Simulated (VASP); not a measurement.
# NiO (F-43m) in VASP: notebook, part 3 of 3

VASP 6.6.1. The steps go on from the part before.

### 5 Band structure, AM05, collinear spin, ferromagnetic start

POSCAR

```
NiO
1.0
    0.0000000000      2.2406300000      2.2406300000
    2.2406300000      0.0000000000      2.2406300000
    2.2406300000      2.2406300000      0.0000000000
Ni O
1 1
Direct
    0.0000000000      0.0000000000      0.0000000000
    0.7500000000      0.7500000000      0.7500000000
```

INCAR.step1

```
PREC = Accurate
ENCUT = 520
EDIFF = 1E-6
ISMEAR = -1
SIGMA = 0.05
LREAL = False
LASPH = True
NELM = 120
ALGO = Normal
ISIF = 2
LWAVE = False
LCHARG = True
ISPIN = 2
MAGMOM = 1 0
LORBIT = 11
LMAXMIX = 4
GGA = AM
```

KPOINTS.step1

```
regular mesh
0
Gamma
  7 7 7
```

INCAR.step2

```
PREC = Accurate
ENCUT = 520
EDIFF = 1E-6
ISMEAR = 0
SIGMA = 0.05
LREAL = False
LASPH = True
NELM = 120
ALGO = Normal
ISIF = 2
LWAVE = False
LCHARG = False
ISPIN = 2
MAGMOM = 1 0
LORBIT = 11
LMAXMIX = 4
GGA = AM
ICHARG = 11
```

KPOINTS.step2

```
path GXWKGLUWLK,UX
15
line-mode
reciprocal
 0.0000000000  0.0000000000  0.0000000000  G
 0.5000000000  0.0000000000  0.5000000000  X

 0.5000000000  0.0000000000  0.5000000000  X
 0.5000000000  0.2500000000  0.7500000000  W

 0.5000000000  0.2500000000  0.7500000000  W
 0.3750000000  0.3750000000  0.7500000000  K

 0.3750000000  0.3750000000  0.7500000000  K
 0.0000000000  0.0000000000  0.0000000000  G

 0.0000000000  0.0000000000  0.0000000000  G
 0.5000000000  0.5000000000  0.5000000000  L

 0.5000000000  0.5000000000  0.5000000000  L
 0.6250000000  0.2500000000  0.6250000000  U

 0.6250000000  0.2500000000  0.6250000000  U
 0.5000000000  0.2500000000  0.7500000000  W

 0.5000000000  0.2500000000  0.7500000000  W
 0.5000000000  0.5000000000  0.5000000000  L

 0.5000000000  0.5000000000  0.5000000000  L
 0.3750000000  0.3750000000  0.7500000000  K

 0.6250000000  0.2500000000  0.6250000000  U
 0.5000000000  0.0000000000  0.5000000000  X
```

Potentials or basis: VASP PAW PBE potentials, release 64 (Ni, O).

The run is started by

```sh
$ cat potpaw_PBE.64/Ni/POTCAR potpaw_PBE.64/O/POTCAR > POTCAR
$ cp INCAR.step1 INCAR
$ cp KPOINTS.step1 KPOINTS
$ mpirun -np 1 vasp_std > vasp.out
$ cp INCAR.step2 INCAR
$ cp KPOINTS.step2 KPOINTS
$ mpirun -np 1 vasp_std > vasp.out
```

OUTCAR:

```text
PREC = Accurate
   ENCUT = 520
   EDIFF = 1E-6
   ISMEAR = 0
   LREAL = False
   LASPH = True
   NELM = 120
   ISIF = 2
   ISPIN = 2
   LORBIT = 11
   GGA = AM
   ICHARG = 11

 ion  position               nearest neighbor table
   1  0.000  0.000  0.000-   2 1.94   2 1.94   2 1.94   2 1.94
   2  0.750  0.750  0.750-   1 1.94   1 1.94   1 1.94   1 1.94

  LATTYP: Found a face centered cubic cell.
 ALAT       =     4.4812600000

  Lattice vectors:

 A1 = (   0.0000000000,   2.2406300000,   2.2406300000)
 A2 = (   2.2406300000,   0.0000000000,   2.2406300000)
 A3 = (   2.2406300000,   2.2406300000,   0.0000000000)
[... 976 lines left out ...]

 VOLUME and BASIS-vectors are now :
 -----------------------------------------------------------------------------
  energy-cutoff  :      520.00
  volume of cell :       22.50
      direct lattice vectors                 reciprocal lattice vectors
     0.000000000  2.240630000  2.240630000    -0.223151524  0.223151524  0.223151524
     2.240630000  0.000000000  2.240630000     0.223151524 -0.223151524  0.223151524
     2.240630000  2.240630000  0.000000000     0.223151524  0.223151524 -0.223151524

 POSITION                                       TOTAL-FORCE (eV/Angst)
 -----------------------------------------------------------------------------------
      0.00000      0.00000      0.00000        -0.000000     -0.000000     -0.000000
      3.36095      3.36095      3.36095         0.000000      0.000000      0.000000
 -----------------------------------------------------------------------------------
    total drift:                               -0.000001     -0.000001     -0.000001

  FREE ENERGIE OF THE ION-ELECTRON SYSTEM (eV)
  ---------------------------------------------------
  free  energy   TOTEN  =       -12.2937144641 eV

  energy  without entropy=      -12.2900381095  energy(sigma->0) =      -12.29187629

 total charge

# of ion       s       p       d       tot
------------------------------------------
    1        0.382   0.509   8.266   9.158
    2        1.553   3.341   0.000   4.894
--------------------------------------------------
tot          1.935   3.850   8.266  14.052

 magnetization (x)

# of ion       s       p       d       tot
------------------------------------------
    1       -0.001   0.025   1.084   1.108
    2        0.011   0.231   0.000   0.242
--------------------------------------------------
tot          0.010   0.256   1.084   1.350
```

Wall time 26 s (1 thread of Intel Xeon Platinum 8488C (Sapphire Rapids), shared host); peak memory 0.2 GiB.

What came out:

* Band gap along the path: none (metal or under the smearing width)
* Net moment: 1.79 μB per cell

Levels at the corners of the path, in eV from the Fermi level:
Spin up:
```tsv
point	band 7	band 8	band 9	band 10	band 11	band 12
Γ	0.31	0.31	0.31	0.52	14.28	14.28
X	-1.69	-1.67	-1.67	5.44	10.01	11.19
X	-1.69	-1.67	-1.67	5.44	10.01	11.19
W	-1.96	-1.96	-0.93	7.15	9.92	10.56
W	-1.96	-1.96	-0.93	7.15	9.92	10.56
K	-2.14	-1.41	-1.15	6.70	9.42	10.23
K	-2.14	-1.41	-1.15	6.70	9.42	10.23
Γ	0.31	0.31	0.31	0.52	14.28	14.28
Γ	0.31	0.31	0.31	0.52	14.28	14.28
L	-2.26	-0.52	-0.52	5.93	7.33	13.81
L	-2.26	-0.52	-0.52	5.93	7.33	13.81
U	-2.14	-1.41	-1.15	6.70	9.42	10.23
U	-2.14	-1.41	-1.15	6.70	9.42	10.23
W	-1.96	-1.96	-0.93	7.15	9.92	10.56
W	-1.96	-1.96	-0.93	7.15	9.92	10.56
L	-2.26	-0.52	-0.52	5.93	7.33	13.81
L	-2.26	-0.52	-0.52	5.93	7.33	13.81
K	-2.14	-1.41	-1.15	6.70	9.42	10.23
U	-2.14	-1.41	-1.15	6.70	9.42	10.23
X	-1.69	-1.67	-1.67	5.44	10.01	11.19
```
Spin down:
```tsv
point	band 5	band 6	band 7	band 8	band 9	band 10	band 11	band 12
Γ	-1.17	-1.17	0.78	1.72	1.72	1.72	14.51	14.51
X	-1.59	-0.86	-0.58	-0.16	-0.16	5.85	10.60	11.41
X	-1.59	-0.86	-0.58	-0.16	-0.16	5.85	10.60	11.41
W	-1.66	-1.20	-0.77	-0.30	0.39	7.62	10.51	10.86
W	-1.66	-1.20	-0.77	-0.30	0.39	7.62	10.51	10.86
K	-1.68	-1.01	-0.70	-0.09	0.24	7.12	9.86	10.64
K	-1.68	-1.01	-0.70	-0.09	0.24	7.12	9.86	10.64
Γ	-1.17	-1.17	0.78	1.72	1.72	1.72	14.51	14.51
Γ	-1.17	-1.17	0.78	1.72	1.72	1.72	14.51	14.51
L	-1.00	-1.00	-0.81	0.83	0.83	6.18	7.80	14.10
L	-1.00	-1.00	-0.81	0.83	0.83	6.18	7.80	14.10
U	-1.68	-1.01	-0.70	-0.09	0.24	7.12	9.86	10.64
U	-1.68	-1.01	-0.70	-0.09	0.24	7.12	9.86	10.64
W	-1.66	-1.20	-0.77	-0.30	0.39	7.62	10.51	10.86
W	-1.66	-1.20	-0.77	-0.30	0.39	7.62	10.51	10.86
L	-1.00	-1.00	-0.81	0.83	0.83	6.18	7.80	14.10
L	-1.00	-1.00	-0.81	0.83	0.83	6.18	7.80	14.10
K	-1.68	-1.01	-0.70	-0.09	0.24	7.12	9.86	10.64
U	-1.68	-1.01	-0.70	-0.09	0.24	7.12	9.86	10.64
X	-1.59	-0.86	-0.58	-0.16	-0.16	5.85	10.60	11.41
```

Caveat: the log is that of the step along the path at fixed density, whose energy, stress, charges and moments have no meaning; a cell with one magnetic atom can't hold antiferromagnetic order, which such compounds often take; semilocal functionals often make such compounds metallic where correlation or magnetic order opens a gap, which also shifts bond lengths.

### 6 Overview

```tsv
level	moment (μB)
RPBE	1.92
revPBE	1.91
BLYP	1.84
AM05	1.79
```

Alike in all rows: task band structure; potentials or basis VASP PAW PBE potentials, release 64 (Ni, O); spin collinear, ferromagnetic start; cell as given; k mesh 7 × 7 × 7; cutoff (eV) 520; smearing fermi-dirac 0.05 eV.

Caveats: a cell with one magnetic atom can't hold antiferromagnetic order, which such compounds often take; semilocal functionals often make such compounds metallic where correlation or magnetic order opens a gap, which also shifts bond lengths.

Absolute energies hang on the potentials; compare differences alone.
